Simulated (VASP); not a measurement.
# WSe2 in VASP: settings compared, part 3 of 3

VASP 6.6.1.

### 5 Relaxation of cell and atoms, PBE+D3(BJ)

File INCAR:

```
SYSTEM = WSe2
PREC = Accurate
ENCUT = 600
EDIFF = 1E-7
ISMEAR = 0
SIGMA = 0.03
LREAL = .False.
LASPH = .True.
NELM = 80
ALGO = Normal
ISIF = 3
LWAVE = .False.
LCHARG = .False.
GGA = PE
IVDW = 12
IBRION = 2
NSW = 90
EDIFFG = -0.005
LATTICE_CONSTRAINTS = .TRUE. .TRUE. .FALSE.
KPAR = 4
```

File KPOINTS:

```
regular mesh
0
Gamma
  12 12 1
  0 0 0
```

File POSCAR:

```
WSe2                                    
1.0
    3.2872502710      0.0000000000      0.0000000000
   -1.6436251355      2.8468422449      0.0000000000
    0.0000000000      0.0000000000     21.3462600000
  Se              W             
     2     1
Direct
     0.3333333300000021    0.6666666699999979    0.4209905796683632
     0.3333333300000021    0.6666666699999979    0.5790094203316367
     0.6666666699999979    0.3333333300000021    0.5000000000000000
```

Potentials or basis: VASP PAW PBE potentials, release 64 (Se, W_sv).

Run with:

```sh
$ cat potpaw_PBE.64/Se/POTCAR potpaw_PBE.64/W_sv/POTCAR > POTCAR
$ mpirun -np 4 vasp_std > vasp.out
```

OUTCAR:

```text
SYSTEM = WSe2
   PREC = Accurate
   ENCUT = 600
   EDIFF = 1E-7
   ISMEAR = 0
   LREAL = .False.
   LASPH = .True.
   NELM = 80
   ISIF = 3
   GGA = PE
   IVDW = 12
   IBRION = 2
   NSW = 90
   EDIFFG = -0.005
 IVDW          = 12

 ion  position               nearest neighbor table
   1  0.333  0.667  0.421-   3 2.54   3 2.54   3 2.54
   2  0.333  0.667  0.579-   3 2.54   3 2.54   3 2.54
   3  0.667  0.333  0.500-   1 2.54   2 2.54   1 2.54   2 2.54   1 2.54   2 2.54

  LATTYP: Found a hexagonal cell.
 ALAT       =     3.2872502710
 C/A-ratio  =     6.4936522139

  Lattice vectors:

 A1 = (   3.2872502710,   0.0000000000,   0.0000000000)
 A2 = (  -1.6436251355,   2.8468422449,   0.0000000000)
 A3 = (   0.0000000000,   0.0000000000,  21.3462600000)

Analysis of symmetry for initial positions (statically):
=====================================================================
 Subroutine PRICEL returns:
 Original cell was already a primitive cell.

[... 165 lines left out ...]

  energy without entropy =      -21.61348069  energy(sigma->0) =      -21.61348069

 E-fermi :  -1.3883     XC(G=0):  -3.7723

 val. band max:       -1.7018399210   @ k =   0.3333   0.3333   0.0000
 cond. band min:      -0.0541989881   @ k =   0.1667   0.1667   0.0000
 fundamental gap:      1.6476409329
 Fermi energy:        -1.3882716799

 k-point     1 :       0.0000    0.0000    0.0000
  band No.  band energies     occupation
      1     -75.7474      2.00000
      2     -39.9901      2.00000
      3     -39.8578      2.00000
      4     -39.8578      2.00000
      5     -16.4991      2.00000
      6     -15.2639      2.00000
[... 357 lines left out ...]
      4     -39.9398      2.00000
      5     -14.1863      2.00000
      6     -14.0979      2.00000
[... 9 lines left out ...]
     16       1.8115      0.00000
     17       3.2810      0.00000

------------------------ aborting loop because EDIFF is reached ----------------------------------------

 Edisp (eV)   -1.01121

 E8    (eV) :    -0.4799

  FORCE on cell =-STRESS in cart. coord.  units (eV):
  Direction    XX          YY          ZZ          XY          YZ          ZX
  --------------------------------------------------------------------------------------
  -------------------------------------------------------------------------------------
  Total       0.00414     0.00414    -0.00273     0.00000    -0.00000     0.00000
  in kB       0.03320     0.03320    -0.02188     0.00000    -0.00000     0.00000
  external pressure =        0.01 kB  Pullay stress =        0.00 kB

 VOLUME and BASIS-vectors are now :
 -----------------------------------------------------------------------------
  energy-cutoff  :      600.00
  volume of cell :      199.76
      direct lattice vectors                 reciprocal lattice vectors
     3.287250271  0.000000000  0.000000000     0.304205618  0.175633195  0.000000000
    -1.643625136  2.846842245  0.000000000     0.000000000  0.351266391  0.000000000
     0.000000000  0.000000000 21.346260000     0.000000000  0.000000000  0.046846614

 POSITION                                       TOTAL-FORCE (eV/Angst)
 -----------------------------------------------------------------------------------
     -0.00000      1.89789      8.98657        -0.000000      0.000000     -0.002737
     -0.00000      1.89789     12.35969        -0.000000      0.000000      0.002737
      1.64363      0.94895     10.67313         0.000000      0.000000      0.000000
 -----------------------------------------------------------------------------------
    total drift:                               -0.000008      0.000004      0.000000

  FREE ENERGIE OF THE ION-ELECTRON SYSTEM (eV)
  ---------------------------------------------------
  free  energy   TOTEN  =       -22.6246940725 eV

  energy  without entropy=      -22.6246940725  energy(sigma->0) =      -22.62469407

 reached required accuracy - stopping structural energy minimisation
```

OSZICAR:

```text
N       E                     dE             d eps       ncg     rms          rms(c)
DAV:   1     0.195834188429E+03    0.19583E+03   -0.14150E+04   798   0.135E+03
DAV:   2    -0.640582956635E+01   -0.20224E+03   -0.19927E+03   857   0.267E+02
DAV:   3    -0.223206837324E+02   -0.15915E+02   -0.15877E+02   884   0.767E+01
[... 16 lines left out ...]
DAV:  20    -0.216134790300E+02   -0.68396E-06   -0.31069E-08   597   0.594E-04    0.157E-04
DAV:  21    -0.216134801668E+02   -0.11368E-05   -0.36423E-08   509   0.421E-04    0.166E-04
DAV:  22    -0.216134805079E+02   -0.34107E-06   -0.38414E-09   498   0.203E-04    0.235E-04
DAV:  23    -0.216134806653E+02   -0.15744E-06   -0.22113E-09   455   0.152E-04    0.371E-05
DAV:  24    -0.216134806851E+02   -0.19783E-07   -0.65251E-11   340   0.633E-05
   1 F= -.22624694E+02 E0= -.22624694E+02  d E =-.226247E+02
```

Wall time 46 s (4 MPI ranks of Intel Xeon 6975P-C (Granite Rapids), shared host); peak memory 0.44 GiB.

What came out:

- Free energy: -22.6247 eV
- Band gap on the k mesh: 1.65 eV, indirect (least direct gap 1.67 eV)
- Dispersion energy per atom: -0.337 eV

Forces in eV/Å, atoms in the order of the input:
```
Se   0.000  0.000 -0.003
Se   0.000  0.000  0.003
W    0.000  0.000  0.000
```

Final structure:
```cif
data_structure
_symmetry_space_group_name_H-M 'P 1'
_symmetry_Int_Tables_number 1
_cell_length_a 3.2873
_cell_length_b 3.2873
_cell_length_c 21.3463
_cell_angle_alpha 90.000
_cell_angle_beta 90.000
_cell_angle_gamma 120.000
_cell_volume 199.76
loop_
_atom_site_label
_atom_site_type_symbol
_atom_site_fract_x
_atom_site_fract_y
_atom_site_fract_z
_atom_site_occupancy
Se1 Se 0.33333 0.66667 0.42099 1
Se2 Se 0.33333 0.66667 0.57901 1
W1 W 0.66667 0.33333 0.50000 1
```

Caveat: the relaxation stopped at its first step, so nothing moved; spin-orbit coupling is left out, which moves the levels of the heavy elements. Expect the measured gap to be larger: semilocal functionals such as PBE lack the derivative discontinuity.

### 6 Relaxation of cell and atoms, r2SCAN+rVV10

File INCAR:

```
  ALGO = Normal
  BPARAM = 11.95
  CPARAM = 0.0093
  EDIFF = 1E-6
  EDIFFG = -0.01
  ENCUT = 600
  IBRION = 2
  ISIF = 3
  ISMEAR = 0
  IVDW_NL = 2
  LASPH = True
  LATTICE_CONSTRAINTS = .TRUE. .TRUE. .FALSE.
  LCHARG = False
  LMIXTAU = True
  LREAL = False
  LUSE_VDW = True
  LWAVE = False
  METAGGA = R2SCAN
  NELM = 120
  NSW = 90
  PREC = Accurate
  SIGMA = 0.03
```

File KPOINTS:

```
k-points
0
Gamma
  12 12 1
```

File POSCAR:

```
WSe2
1.0
    3.2900000000      0.0000000000      0.0000000000
   -1.6450000000      2.8492235800      0.0000000000
    0.0000000000      0.0000000000     21.3462600000
Se W
2 1
Direct
    0.3333333300      0.6666666700      0.4216195200
    0.3333333300      0.6666666700      0.5783804800
    0.6666666700      0.3333333300      0.5000000000
```

Potentials or basis: VASP PAW PBE potentials, release 64 (Se, W_sv).

Run with:

```sh
$ cat potpaw_PBE.64/Se/POTCAR potpaw_PBE.64/W_sv/POTCAR > POTCAR
$ mpirun -np 1 vasp_std > vasp.out
```

It took 56 min on 1 thread of Intel Xeon 6975P-C (Granite Rapids), shared host; peak memory 0.99 GiB.

The run converged. Its results:

- Free energy: -81.0672 eV
- Relaxed volume: 67.30 Å³/atom
- Relaxed cell: a = 3.305 Å, b = 3.305 Å, c = 21.346 Å, α = 90.00°, β = 90.00°, γ = 120.00°
- Space group after relaxing (to 0.05 Å): P-6m2 (No. 187)
- Energy gained by relaxing: 0.6 meV/atom
- Ionic steps: 6
- Largest force after relaxing: 0.004 eV/Å
- Band gap on the k mesh: 1.69 eV, direct

Forces on the atoms (eV/Å):
```
Se   0.000  0.000  0.004
Se   0.000  0.000 -0.004
W    0.000  0.000  0.000
```

Step by step:
| step | energy change (eV) | largest force (eV/Å) | pressure (GPa) | volume (Å³) |
| --- | --- | --- | --- | --- |
| 1 | 0.0000 | 0.0176 | 0.19 | 200.10 |
| 2 | -0.0004 | 0.1391 | -0.31 | 202.65 |
| 3 | -0.0013 | 0.0830 | -0.07 | 201.48 |
| 4 | -0.0014 | 0.0864 | -0.09 | 201.52 |
| 5 | -0.0018 | 0.0291 | -0.04 | 201.79 |
| 6 | -0.0018 | 0.0043 | -0.01 | 201.91 |

Final structure:
```
Se W
1.0
     3.30486    0.00000    0.00000
    -1.65243    2.86209    0.00000
     0.00000    0.00000   21.34626
Se W
2 1
Direct
  0.33333 0.66667 0.42191
  0.33333 0.66667 0.57809
  0.66667 0.33333 0.50000
```

Levels at points of the mesh, in eV from the valence-band top:
```csv
k point,band 9,band 10,band 11,band 12,band 13,band 14,band 15,band 16,band 17
"(0.00, 0.00, 0.00)",-2.52,-2.28,-1.35,-1.35,-0.30,3.11,3.11,3.29,3.29
"(0.50, 0.00, 0.00)",-4.38,-3.18,-2.26,-1.06,-1.04,2.54,2.93,4.05,4.65
```

Caveat: the PAW data sets were made with another functional, which shifts forces and pressure a little; spin-orbit coupling is left out, which moves the levels of the heavy elements.

### 7 Overview

| level | gap on the mesh (eV) | relaxed volume (Å³/atom) |
| --- | --- | --- |
| PBEsol | 1.68 | 65.99 |
| PBE+D3(BJ) | 1.65 | - |
| r2SCAN+rVV10 | 1.69 | 67.30 |

Alike in all rows: task relaxation of cell and atoms; potentials or basis VASP PAW PBE potentials, release 64 (Se, W_sv); no spin polarisation; cell relaxed; k mesh 12 × 12 × 1; cutoff (eV) 600; smearing gaussian 0.03 eV.

Caveats: spin-orbit coupling is left out, which moves the levels of the heavy elements; the PAW data sets were made with another functional, which shifts forces and pressure a little (some runs); the relaxation stopped at its first step, so nothing moved (some runs).

Total energies depend on the potentials used, so only differences within one code and one set of settings carry meaning.
